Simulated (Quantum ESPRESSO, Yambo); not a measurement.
# A GW chain in Yambo: RbCl (Fm-3m), part 2 of 2

Aim: the G0W0 gap of RbCl (Fm-3m) on PBE, step by step.

Quantum ESPRESSO 7.5 and Yambo 5.3.0; PBE and many-body steps on it, plane waves. Known limits of the many-body steps: not at the basis limit; no spin-orbit coupling.

So far. Step 3 (Bands along the symmetry lines): The gap is 5.003 eV, as in the run before at this level. Step 4 (Empty states on the mesh, 4×4×4 mesh, 112 bands): On this mesh the gap is 5.003 eV.

## Step 5: Conversion and set-up

This step: Yambo 5.3.0; conversion and set-up on PBE, plane waves, norm-conserving pseudopotentials.

The states are converted to the many-body program's format and the q mesh is built.

Started as:

```
$ (cd o/x.save; p2y > p2y.log; mv SAVE ../..); yambo > setup.log
```

The program printed:

```text
 Yambo, version 5.3.0

 [02] CORE Variables Setup
 =========================

  [02.01] Unit cells
  ==================

  Cell kind             :  FCC
  Atoms in the cell     :  Rb  Cl
  number of Rb atoms    :  1
  number of Cl atoms    :  1

  List of atomic masses
  Mass of Rb    :  85.46800
  Mass of Cl    :  35.45000

  List of atomic coordinates    : [cc]
  Rb1       :  0.000000  0.000000  0.000000  order 1
  Cl1       :  6.216254  6.216254  6.216254  order 2

  Alat factors          :  6.216254  6.216254  6.216254 [a.u.]
  Direct lattice volume :  480.4147 [a.u.]
  Direct lattice vectors:  A[ 1 ]  A[ 2 ]  A[ 3 ]
   A[ 1 ]: -0.000000  1.000000  1.000000  [iru]
  -0.000000  6.216254  6.216254  [cc]
   A[ 2 ]:  1.000000 -0.000000  1.000000  [iru]
   6.216254 -0.000000  6.216254  [cc]
   A[ 3 ]:  1.000000  1.000000 -0.000000  [iru]
   6.216254  6.216254 -0.000000  [cc]

  Recip. lattice volume :  0.516325 [a.u.]
  Recip. lattice vectors:  B[ 1 ]  B[ 2 ]  B[ 3 ]
   B[ 1 ]: -0.500000  0.500000  0.500000  [iku]
  -0.505384  0.505384  0.505384  [cc]
   B[ 2 ]:  0.500000 -0.500000  0.500000  [iku]
   0.505384 -0.505384  0.505384  [cc]
   B[ 3 ]:  0.500000  0.500000 -0.500000  [iku]
   0.505384  0.505384 -0.505384  [cc]

  [02.02] Symmetries
  ==================

  Inversion symmetry    : yes
  Spatial inversion     : yes
  Inversion index       :  25
  K-space Time-reversal : no
  Magnetic symmetries   : no
  Group table correct   : yes
  Symmetries units      :  [cc]

   [S  1]:   1.0000     -0.24559E-16 -0.24559E-16 -0.24559E-16   1.0000      0.24559E-16  0.24559E-16  0.24559E-16   1.0000
   [S  2]:  -1.0000      0.24559E-16 -0.24559E-16  0.24559E-16  -1.0000      0.24559E-16 -0.24559E-16 -0.24559E-16   1.0000
   [S  3]:  -1.0000     -0.24559E-16  0.24559E-16  0.24559E-16   1.0000     -0.24559E-16 -0.24559E-16  0.24559E-16  -1.0000
[...]
[... 36 further rows ...]
   [S 47]: -0.24559E-16   1.0000      0.24559E-16  0.24559E-16 -0.24559E-16  -1.0000       1.0000      0.24559E-16 -0.24559E-16
   [S 48]: -0.24559E-16  -1.0000     -0.24559E-16  0.24559E-16  0.24559E-16   1.0000       1.0000     -0.24559E-16  0.24559E-16

  [02.03] Reciprocal space
  ========================

  nG shells         :  263
  nG charge         :  22995
  nG WFs            :   3592
  nC WFs            :  2884
  G-vecs. in first 26 shells:  [ Number ]
     1    9   15   27   51   59   65   89  113
    137   169   181   229   259   283   307   331   339
    387   411   459   531   537   561   609   645
  ...
  Shell energy in first 26 shells:  [ mHa ]
    0.00000      383.119      510.825      1021.65      1404.77      1532.48      2043.30      2426.42      2554.13
    3064.95      3448.07      4086.60      4469.72      4597.43      5108.25      5491.37      5619.08      6129.90
[...]
Grid dimensions      :   4   4   4
  K lattice UC volume  :  0.008068 [a.u.]

  IBZ K-points                                      :   8
  BZ  K-points                                      :   64

  K/Q-points units:
  rlu = crystal or reduced units; cc = cartesian coordinates; iku = interal k-units

  K [1]          [rlu]:  0.000000  0.000000  0.000000
         WF components:  2837
  K [2]          [rlu]: -0.86698E-17 -0.86698E-17  0.25000
         WF components:  2872
  K [3]          [rlu]:  0.17340E-16  0.17340E-16 -0.50000
         WF components:  2884
  K [4]          [rlu]: -0.99171E-17  0.25000      0.25000
         WF components:  2858
  K [5]          [rlu]: -0.26331E-17  0.25000     -0.50000
         WF components:  2880
  [... 2 further k-points ...]
  K [8]          [rlu]:  0.250000 -0.500000 -0.250000
         WF components:  2872

  [02.05] Energies & Occupations
  ==============================

  [X] === General ===
  [X] Electronic Temperature                        :  0.000000  0.000000 [eV K]
  [X] Bosonic    Temperature                        :  0.000000  0.000000 [eV K]
  [X] Finite Temperature mode                       : no
  [X] El. density                                   :  0.22475E+24 [cm-3]
  [X] Fermi Level                                   :  1.059426 [eV]

  [X] === Gaps and Widths ===
  [X] Conduction Band Min                           :  5.002746 [eV]
  [X] Valence Band Max                              :  0.000000 [eV]
  [X] Filled Bands                                  :   8
  [X] Empty Bands                                   :    9  112
  [X] Direct Gap                                    :  5.002746 [eV]
  [X] Direct Gap localized at k                     :  1
  [X] Indirect Gap                                  :  5.002746 [eV]
  [X] Indirect Gap between kpts                     :  1  1
  [X] Last valence band width                       :  0.337909 [eV]
  [X] 1st conduction band width                     :  2.744411 [eV]

  E @ K [1]:  [eV]
   -23.928      -11.999      -7.9719      -7.9719      -7.9719     -0.50508E-09 -0.27876E-09   0.0000
[...]
occ @ K [1]
[...]
E @ K [2]:  [eV]
[...]
occ @ K [2]
[...]
E @ K [3]:  [eV]
[...]
occ @ K [3]
[...]
E @ K [4]:  [eV]
[...]
occ @ K [4]
[...]
E @ K [5]:  [eV]
[...]
occ @ K [5]
[...]
[... 2 further k-points ...]
  E @ K [8]:  [eV]
[...]
occ @ K [8]
   2.000000  2.000000  2.000000  2.000000  2.000000  2.000000  2.000000  2.000000
   0.000000  0.000000  0.000000  0.000000  0.000000  0.000000  0.000000  0.000000

 [03] Transferred momenta grid and indexing
 ==========================================

 IBZ Q-points                                      :   8
 BZ  Q-points                                      :   64

 K/Q-points units:
 rlu = crystal or reduced units; cc = cartesian coordinates; iku = interal k-units

 Q [1]          [rlu]:  0.000000  0.000000  0.000000
 Q [2]          [rlu]: -0.83742E-17 -0.83742E-17  0.25000
 Q [3]          [rlu]:  0.16748E-16  0.16748E-16 -0.50000
[...]
Q [7]          [rlu]:  0.19834E-16 -0.50000     -0.50000
 Q [8]          [rlu]:  0.250000 -0.500000 -0.250000

  [03.01] X indexes
  =================

   [03.01.01] Sigma indexes
   ========================

 [06] Game Over & Game summary
```

Wall time 2.4 s (1 MPI rank of Arm Neoverse V1, shared host); peak memory 0.24 GiB.

## Step 6: Screening and self-energy, 4×4×4 mesh, 112 bands, screening to 122.5 eV

Now the one-shot GW correction: screening in the RPA, then the self-energy of the levels asked for.

This step: G0W0 on PBE, plane waves, norm-conserving pseudopotentials.

gw1.in reads:

```
HF_and_locXC
gw0
dyson
ppa
em1d
rim_cut
RandQpts= 1000000
RandGvec= 1 RL
EXXRLvcs= 50 Ry
VXCRLvcs= 200 Ry
Chimod= "HARTREE"
% BndsRnXp
 1 | 112 |
%
NGsBlkXp= 9 Ry
% LongDrXp
 1 | 1 | 1 |
%
% GbndRnge
 1 | 112 |
%
DysSolver= "n"
ExtendOut
PPAPntXp= 27.21138 eV
% QPkrange
 1 | 1 | 7 | 10 |
%
```

Started as:

```
$ OMP_NUM_THREADS=1 mpirun -n 4 yambo -F gw1.in -J gw1 -C gw1 > gw1.log
```

The program printed:

```text
 Yambo, version 5.3.0

 [02] CORE Variables Setup
 =========================

  [... cell, symmetries and grids as in the set-up ...]

  [02.05] Energies & Occupations
  ==============================

  [X] === General ===
  [X] Electronic Temperature                        :  0.000000  0.000000 [eV K]
  [X] Bosonic    Temperature                        :  0.000000  0.000000 [eV K]
  [X] Finite Temperature mode                       : no
  [X] El. density                                   :  0.22475E+24 [cm-3]
  [X] Fermi Level                                   :  1.059426 [eV]

  [X] === Gaps and Widths ===
  [X] Conduction Band Min                           :  5.002746 [eV]
  [X] Valence Band Max                              :  0.000000 [eV]
  [X] Filled Bands                                  :   8
  [X] Empty Bands                                   :    9  112
  [X] Direct Gap                                    :  5.002746 [eV]
  [X] Direct Gap localized at k                     :  1
  [X] Indirect Gap                                  :  5.002746 [eV]
  [X] Indirect Gap between kpts                     :  1  1
  [X] Last valence band width                       :  0.337909 [eV]
  [X] 1st conduction band width                     :  2.744411 [eV]

 [03] Transferred momenta grid and indexing
 ==========================================

 IBZ Q-points                                      :   8
 BZ  Q-points                                      :   64

 K/Q-points units:
 rlu = crystal or reduced units; cc = cartesian coordinates; iku = interal k-units

 Q [1]          [rlu]:  0.000000  0.000000  0.000000
 Q [2]          [rlu]: -0.83742E-17 -0.83742E-17  0.25000
 Q [3]          [rlu]:  0.16748E-16  0.16748E-16 -0.50000
 Q [4]          [rlu]: -0.99171E-17  0.25000      0.25000
 Q [5]          [rlu]: -0.11035E-16  0.25000      0.50000
 Q [6]          [rlu]:  0.16157E-16  0.25000     -0.25000
 Q [7]          [rlu]:  0.19834E-16 -0.50000     -0.50000
 Q [8]          [rlu]:  0.250000 -0.500000 -0.250000

 [04] Coloumb potential Random Integration (RIM)
 ===============================================

  [04.01] RIM initialization
  ==========================

  * Diagonal components only detected *

  8 x (sBL volume)        :  0.064541 [a.u.]
  sBZ random points       :  1000000
  Points outside the sBZ  :   7968281
  RL volume               :  0.516325 [a.u.]
  Integrated volume       :  0.518381 [a.u.]

  [04.02] RIM integrals
  =====================

  Gamma point sphere radius             :  0.072760 [a.u.]
  Points outside the sphere             :   800476
  [Int_sBZ(q=0) 1/q^2]*(Vol_sBZ)^(-1/3) =:  7.776341
                                 should be <:  7.795600

  Summary of Coulomb integrals for non-metallic bands |Q|[au] RIM/Bare

  Q [1] 0.100000E-4 0.997530 * Q [2] 0.218838 1.068930
  Q [4] 0.252692 1.066842 * Q [6] 0.357360 1.029370
  Q [5] 0.419042 1.022832 * Q [3] 0.437675 1.020347
  Q [7] 0.505384 1.017473 * Q [8] 0.565036 1.014532

 [05] Dipoles
 ============

  [05.01] Setup: observables and procedures
  =========================================

 [06] Dynamic Dielectric Matrix (PPA)
 ====================================

 [WR./gw1//ndb.pp]---------------------------------------------------------------
  Brillouin Zone Q/K grids (IBZ/BZ)                :    8   64    8   64
  RL vectors                                       :   3647 [WF]
  Coulomb cutoff potential                         : none
  Electronic Temperature                           :  0.000000 [K]
  Bosonic    Temperature                           :  0.000000 [K]
  PPA    diel. fun.  energies                      : Perdew, Burke & Ernzerhof(X)+Perdew, Burke & Ernzerhof(C)
  wavefunctions                                    : Perdew, Burke & Ernzerhof(X)+Perdew, Burke & Ernzerhof(C)
  Global Gauge                                     : length
  X matrix size                                    :  259
  X band range                                     :    1  112
  X e/h energy range                               : -1.000000 -1.000000 [eV]
  X Time ordering                                  : R
  X Hxc Kernel                                     : HARTREE
  X Drude frequency                                :  0.000000  0.000000
  X poles                                          :  100.0000 [o/o]
  RL vectors in the sum                            :   3647
  [r,Vnl] included                                 : yes
  Field direction                                  :  0.577350E-5  0.577350E-5  0.577350E-5
  BZ energy Double Grid                            : no
  BZ energy DbGd points                            : 0
  BZ Q point size factor                           : -1.000000
  X Optical Averaged directions                    : none

 [07] Local Exchange-Correlation + Non-Local Fock
 ================================================

 [VXC] Plane waves :  22995
 [EXS] Plane waves :  2891

 QP @ state[ 1 ] K range:  1  1
 QP @ state[ 1 ] b range:   7  10

 [xc] Functional : Perdew, Burke & Ernzerhof(X)+Perdew, Burke & Ernzerhof(C)
 [xc] LIBXC used to calculate xc functional
  PP Number of Atomic Species                      :  2
  NLCC RL compoments                               :  22995
  PP Number of Atomic Species                      :  2
  NLCC RL compoments                               :  22995

 [xc] E_xc :  -6.714859 [Ha]
      E_xc :  -13.42972 [Ry]

  Local XC kind (lXC) : Perdew, Burke & Ernzerhof(X)+Perdew, Burke & Ernzerhof(C)
  Non-Local XC kind (nlXC) : Hartree-Fock

  Corrections @ K [1] :  [eV]
 <7|nlXC|7> = -18.52923  0.13128E-16 <7|lXC|7> = -14.02433 -0.94408E-16
 <8|nlXC|8> = -18.52925 -0.98275E-17 <8|lXC|8> = -14.02433  0.000000
 <9|nlXC|9> = -3.027009  0.18747E-18 <9|lXC|9> = -6.590254  0.000000
 <10|nlXC|10> = -3.443998  0.48917E-18 <10|lXC|10> = -7.734219  0.14161E-15

 [08] Dyson equation: Newton solver
 ==================================

  [08.01] G0W0 (W PPA)
  ====================

  [  GW  ] Bands range     :    1  112
  [GW/PPA] G damping       :  0.100000 [eV]

  QP @ state[ 1 ] K range:  1  1
  QP @ state[ 1 ] b range:   7  10

   Sc/G bands                                       :    1  112
   Sc/G damping                                     :  0.100000 ev
   Sc bands terminator                              : no
   Sx RL components                                 :  2891

   QP @ state[ 1 ] K range                          :  1  1
   QP @ state[ 1 ] b range                          :   7  10
   GF energies kind                                 : Perdew, Burke & Ernzerhof(X)+Perdew, Burke & Ernzerhof(C)
   GF WF`s kind                                     : Perdew, Burke & Ernzerhof(X)+Perdew, Burke & Ernzerhof(C)
   Xs energies kind                                 : Perdew, Burke & Ernzerhof(X)+Perdew, Burke & Ernzerhof(C)
   Xs WF`s kind                                     : Perdew, Burke & Ernzerhof(X)+Perdew, Burke & Ernzerhof(C)

 [11] Game Over & Game summary
```

It took 48 s on 4 MPI ranks; peak memory 1.4 GiB; 3.1 min of CPU time.

Numbers from this step:

- G0W0 gap on the points computed: 7.729 eV
- starting gap on the mesh: 5.003 eV
- k of the valence top: 0, 0, 0
- k of the conduction bottom: 0, 0, 0
- least direct G0W0 gap on the computed points: 7.729 eV
- Z at the valence top: 0.8109
- Z at the conduction bottom: 0.8814

The gap on the mesh goes from 5.00 eV to 7.73 eV, a correction of +2.73 eV.

Limits: finite bands, cutoff and mesh; no spin-orbit coupling. v1 is the top filled band, c1 the lowest empty one. Levels before and after the correction, in eV, zero at the valence-band top of each column:

```csv
,conduction bottom,valence top
Kohn-Sham,5.00,0.00
G0W0,7.73,0.00
```

```csv
,level,energy (eV)
Kohn-Sham,Γ v2-v1,0.000
Kohn-Sham,Γ c1,5.003
Kohn-Sham,Γ c2,7.987
G0W0,Γ v2-v1,0.000
G0W0,Γ c1,7.729
G0W0,Γ c2,11.340
```

## Step 7: Where the time went

Times are wall times on the hardware named with each run, good to a factor of about two.

```csv
step,time,share,memory (GiB)
ground state,3.6 s,6 %,0.22
bands along the symmetry lines,4.2 s,7 %,0.2
empty states on the mesh,6 s,9 %,0.3
conversion and set-up,2.4 s,4 %,0.24
screening and self-energy,48 s,75 %,1.4
```

## Step 8: What came out

```json
{"PBE gap": "5.00 eV, direct", "G0W0 gap on the mesh": "7.73 eV", "GW settings": "4×4×4 mesh, 112 bands, screening to 122.5 eV, Godby-Needs plasmon pole", "known limits": "not at the basis limit; no spin-orbit coupling"}
```

**Reading.** G0W0 moves the gap on the mesh from 5.00 eV to 7.73 eV (+2.73 eV), with Z of 0.81 and 0.88 at the edges. Only 1 of the mesh's irreducible points was corrected, so a valley elsewhere could overtake. The dearest step here is «screening and self-energy». Bands and cutoff are finite, so the gap is not at the basis limit. The miss can reach some tenths of an eV and take either sign; the mesh is an error of its own. In the G0W0 run levels were corrected at 1 k point alone, so a gap called «on the mesh» is the least over those, and an edge elsewhere would be missed. The many-body steps are scalar-relativistic: spin-orbit coupling is not in them.

[Paths, hosts, dates, memory and timing lines, banners, echoed tables and standing remarks are left out of the program output.]

[Logs are printed without paths, hosts, clocks, repeated set-up lines and the standing remarks that a program may print on its own settings, such as how far it seeks lower states.]

[Runs of the session that timed out or met a known fault of the program may be left out.]

[Hosts, paths, dates, database ids (printed as entryN), source tags and the programs' standing remarks are cut or masked in the printed files.]
